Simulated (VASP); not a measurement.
Crystal: Sb.

```
Sb
1.0
     3.11046    0.00000    0.00000
     0.00000    3.11046    0.00000
     0.00000    0.00000    3.11046
Sb
1
Direct
  0.00000 0.00000 0.00000
```

This isn't the form of Sb at room conditions, which is rhombohedral.

- Program: VASP 6.6.1
- Task: relaxation of cell and atoms
- Functional: PBEsol
- Potentials or basis: VASP PAW PBE potentials, release 64 (Sb)
- Cutoff: 600 eV
- k mesh: 14 × 14 × 14
- Occupations: gaussian, width 0.1 eV
- Spin: no spin polarisation

At the start: pressure -2.5 GPa; volume 30.09 Å³/atom.

Q: How do energy, volume and symmetry change on relaxing?

A: Over 3 steps the energy falls by 11.1 meV/atom and the volume is 28.75 Å³/atom (-4.5 %); space group Pm-3m (No. 221, to 0.05 Å).

The path:
```tsv
step	energy change (eV)	largest force (eV/Å)	pressure (GPa)	volume (Å³)
1	0.0000	0.0000	-2.55	30.09
2	-0.0078	0.0000	1.58	28.06
3	-0.0111	0.0000	0.01	28.75
```

Final structure:
```xyz
1
Lattice="3.0635 0.0000 0.0000 0.0000 3.0635 0.0000 0.0000 0.0000 3.0635" Properties=species:S:1:pos:R:3 pbc="T T T"
Sb    0.0000    0.0000    0.0000
```

Caveat: the PAW data sets were made with another functional, which shifts forces and pressure a little.
